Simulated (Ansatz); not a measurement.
ZrC, DFT, PBE, PAW with Ansatz's default frozen-core files, scalar-relativistic (Ansatz 0.2.0), run on 1 thread of Intel(R) Xeon(R) 6975P-C (Granite Rapids) on a shared host.

The structure is an experimental refinement, used without relaxation. The listed cell was then made from it by scaling, straining or moving an atom.

Command: `ansatz run input.yaml --threads 1 --pin off --max-ram 3072MiB --backend cpu --events-out ev --progress --plain --runs-dir out`

```yaml
crystal:
  lattice:
    - [0.0, 2.3267079, 2.35021]
    - [2.3267079, 0.0, 2.35021]
    - [2.3267079, 2.3267079, 0.0]
  atoms:
    - { symbol: Zr, position: [0.5, 0.5, 0.5] }
    - { symbol: C, position: [0.0, 0.0, 0.0] }
kpoints:
  mp_grid: { grid: [15, 15, 15] }
scf:
  occupations: { method: fermi_dirac, width: 0.05 }
hamiltonian:
  xc: pbe
  pseudopotentials: { kind: paw }
output:
  forces: true
  stress: true
  eigenvalues: true
  efg: { contact_densities: true }
  write_density: true
  write_potential: true
  elf: true
  volumetric_format: npy
```

Q: How large is the problem that the program sets up?

A: 288 irreducible k-points, 531 plane waves at Γ, 12 bands.

Q: About how long does it take, and how much memory does it use?

A: 4.2 s of wall time for 6 SCF iterations, with a peak of 0.47 GiB. Times on shared machines scatter by tens of per cent.

Q: And the same cell and mesh by all-electron PAW (datasets made for this crystal), asked for forces, stress, eigenvalues, efg, on the same hardware?

A: 14 s, peak memory 0.66 GiB.
